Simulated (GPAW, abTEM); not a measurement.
# Does bonding show in the electron microscope? BeO monolayer, N on a O site

Question: image and diffraction simulations usually add up neutral spherical atoms. How large is the error for a BeO monolayer, N on a O site, in scanning-probe images and phase-contrast images?

The sheet lies in the middle of a cell with vacuum above and below. All numbers are calculated.

### 1. Find the equilibrium geometry

The density hangs on the geometry, so the atoms are relaxed first, from slightly displaced sites so that no symmetry traps them, in the host's fixed cell.

Settings: GPAW 26.7.0, PBE, 400 eV, 1×1×1 k-points, Fermi–Dirac width 0.05 eV, spin-polarised, BFGS to 0.05 eV/Å.

```console
$ OMP_NUM_THREADS=1 mpirun -n 4 gpaw python run.py > gpaw.log
```

```text
BFGS:    0     -142.766218        2.827532
BFGS:    1     -143.063884        0.857615
BFGS:    2     -143.146185        0.378388
BFGS:    3     -143.168581        0.329104
...
BFGS:    8     -143.199281        0.076927
BFGS:    9     -143.200110        0.062181
BFGS:   10     -143.200694        0.048240
cell  8.0400 9.2838 10.0000  90.00 90.00 90.00
```

After 10 steps the energy has changed by -0.434 eV; the last force printed is 0.048 eV/Å. It took 3.9 min on 4 cores of Arm Neoverse N1 (shared host), peak memory 1.2 GiB.

Shortest distances after relaxation: Be–O 1.532 Å, Be–N 1.605 Å, Be–Be 2.631 Å, O–O 2.646 Å.

### 2. Density and charge transfer

Fast electrons feel the potential of the nuclei and of all the electrons, so the PAW density is rebuilt with its core regions. Subtracting spherical free atoms from the same code cancels the cores and leaves the deformation density Δρ, the part due to bonding.

Settings: PBE, 500 eV, 2×2×1 k-points, Fermi–Dirac width 0.05 eV, spin-polarised; supercell of 24 atoms.

```console
$ OMP_NUM_THREADS=1 mpirun -n 4 gpaw python run.py > gpaw.log
```

```text
|iter:   1|       0s | -181.734768 | -0.10 |       |  +2.3539|
|iter:   2|      17s | -176.824131 | -1.73 | -0.60 |  +2.2694|
|iter:   3|      33s | -160.962940 | -0.54 | -0.64 |  +1.7023|
...
|iter:   9|     111s | -160.751307c| -6.59 | -3.78 |  +0.9990|
|iter:  10|     124s | -160.751310c| -7.20 | -4.06c|  +1.0000|
|iter:  11|     132s | -160.751310c| -7.76c| -4.88c|  +1.0000|
```

```text
grid (84, 96, 108)  electrons 143.000  moved by bonding 6.922 e
deformation density beyond 0.5 A of the nuclei: max 0.587, min -0.304 e/A^3
```

Deformation density in a plane through the shortest contact of the N atom at the origin, in 0.01 e/Å³ (clipped at ±99); x from -1.6 to 3.2 Å, y from 2.4 down to -2.4 Å:

```text
 -7  -6   1  17   .   .   .  23  12   .   .  12   5  -2  -5  -6
  3  -3   1  18  27  17   5   1  -4  -3  13  28  27  11   3   0
 24  13   .   .   8   1  -4  -6  -7  -3   9  25   .   .  30  18
 27  14   .   .  10   2  -2  -5  -6  -3   6  19   .   .  36  22
  4  -1   5  24  33  22  10   4  -2  -2  11  33  33  15   7   4
 -5  -4   6  25  58   .  36  22  14   6   .  18  12   2  -3  -6
 -6  -4   6  21   .   .   .  46  29   .   .   .  -2  -6  -7  -7
 -5  -4   7  25  56   .  37  23  13   6   .  18  12   2  -3  -6
  5  -1   5  23  32  21  10   4  -2  -2  11  33  34  16   8   3
 25  13   .   .   9   2  -3  -5  -6  -2   7   .   .   .  36  23
 23  12   .   .   7   0  -4  -7  -7  -2   9  26   .   .  30  18
  3  -3   2  19  27  16   5   1  -4  -3  13  28  26  10   4   0
 -6  -6   2  19   .   .  17  21  12   .   .  12   4  -2  -5  -6
```

Atoms in or within 0.15 Å of the plane: Be (1.6, 0.0), Be (-0.8, -1.4), Be (-0.8, 1.4), O (2.3, -1.4), O (2.4, 1.4), N (0.0, 0.0) Å. Dots mark points within about 0.45 Å of a nucleus; large values next to them are atomic features.

Along the shortest contact from the N atom at the map's origin, N–Be at 1.60 Å, Δρ is +0.36 e/Å³ at the midpoint; the highest value on the line, +0.59, lies at the edge of the range, 0.5 Å from N, and is an atomic rather than a bond feature: the build-up leans to one atom, as in a polar bond or on the flank of an anion. At the midpoints of other shortest contacts it is +0.30 (Be–O, 1.53 Å), +0.04 (Be–Be, 2.63 Å), -0.04 (O–O, 2.65 Å) and -0.02 (O–N, 2.70 Å) e/Å³. Point values carry grid noise of about 0.01 e/Å³. The cell's moment is 1.00 μB; the largest inside an atomic sphere is 0.26 μB. The run needed 11 iterations, 3.2 min.

Atoms whose charge stands out: N24 -0.194, Be7 +0.236, Be11 +0.237, Be8 +0.239, Be4 +0.289, Be12 +0.289 e; averages by element: Be +0.269, O -0.276, N -0.194 e.

### 3. Scanning probe: integrated centre of mass and ABF

The integrated centre-of-mass signal follows the projected potential of a thin sample, so it responds to any shift of charge; annular bright field is given beside it. The probe is focused on the sheet.

Settings: abTEM 1.0.9, 80 kV, 2×2×1 cells, grid 116×134, 10 slices, atoms at rest, semi-angle 25 mrad, ABF 12–25 mrad, Gaussian source blur σ = 0.25 Å; iCOM in arbitrary units. Columns, named by their atoms per repeat: N (4.02, 5.42), Be_1st (2.63, 4.61), O_2nd (1.32, 5.41), Be_3rd (4.02, 2.34), Be_far (8.04, 9.28), O_far (6.71, 0.77), void (4.02, 8.59) Å; 'void' is a point in the widest open channel, away from the defect; 1st, 2nd and so on count shells round it.

```csv
column,"iCOM − void, atoms",bonded,change (%),"ABF, atoms (%)",bonded (%)
N,0.0071,0.0064,-8.9,74.91,74.91
Be_1st,0.0053,0.0052,-3.2,75.01,75.01
O_2nd,0.0073,0.0064,-12.8,74.84,74.86
Be_3rd,0.0053,0.0052,-1.7,75.02,75.02
Be_far,0.0053,0.0052,-2.1,75.02,75.02
O_far,0.0072,0.0063,-13.0,74.86,74.88
```

Against the void, O_far changes by -13.0 % and Be_3rd by -1.7 %. Screening by site charges alone doesn't account for these signs and sizes; the redistribution between atoms, bonds and voids matters as well. All listed columns lose contrast, and since the void is the reference, a rise of its own potential counts in every figure. At these points the largest ABF change is 0.012 % of the beam. Time: 34 s.

### 4. Phase-contrast images through focus

Defocus sets how strongly, and with which sign, the lens passes each spatial frequency; bonding changes the potential mostly at the lowest ones. Defocus counts from the exit plane, 4.5 Å below the sheet's middle.

Settings: abTEM 1.0.9, 80 kV, 1×1×1 cells, grid 101×117, 10 slices, atoms at rest, Cs 10 μm, focal spread 30 Å, aperture 35 mrad; positive defocus is underfocus. Intensity relative to vacuum, independent atoms / with bonding. Columns, named by their atoms per repeat: N (4.02, 5.42), Be_1st (2.63, 4.61), O_2nd (1.32, 5.41), Be_3rd (4.02, 2.34), Be_far (8.04, 9.28), O_far (6.71, 0.77), void (4.02, 8.59) Å; 'void' is a point in the widest open channel, away from the defect; 1st, 2nd and so on count shells round it.

```csv
defocus (Å),N,Be_1st,O_2nd,Be_3rd,Be_far,void
-200,0.930 / 0.941,0.966 / 0.962,0.933 / 0.943,0.965 / 0.960,0.963 / 0.958,1.064 / 1.056
-130,0.991 / 0.998,1.008 / 1.006,0.993 / 1.000,1.006 / 1.004,1.005 / 1.003,1.072 / 1.067
40,0.993 / 0.998,1.014 / 1.012,0.993 / 1.000,1.014 / 1.012,1.015 / 1.012,1.073 / 1.069
130,0.992 / 0.998,1.005 / 1.004,0.990 / 0.996,1.003 / 1.001,1.003 / 1.001,1.064 / 1.059
200,1.102 / 1.089,1.054 / 1.059,1.097 / 1.084,1.057 / 1.063,1.061 / 1.067,0.940 / 0.948
```

The largest change at any listed point, and its share of that image's contrast range (maximum minus minimum): 0.011 (8 %) at -200 Å, 0.008 (7 %) at -130 Å, 0.007 (7 %) at 40 Å, 0.006 (6 %) at 130 Å, 0.014 (8 %) at 200 Å.

### 5. Answer

Putting the DFT potential in place of independent atoms changes iCOM column contrast by -13.0 to -1.7 % and phase contrast by up to 8 % of its range. The bond at the defect, N–Be, has Δρ = +0.36 e/Å³ at its midpoint, on a slope that rises towards one atom. Limits: the bonding term is static and added to Lobato atoms; no inelastic scattering; a small supercell, so defects interact, no magnetic field; a ferromagnetic start is the only order tried, and the real ground state may be antiferromagnetic or insulating.

[Outputs are excerpts: Python notices, other lines and further rows are left out; steps that failed or that the build refused (PBEsol, TPSS) are not shown.]

[Logs are printed without paths, hosts, clocks, repeated set-up lines and the standing remarks that a program may print on its own settings, such as how far it seeks lower states.]
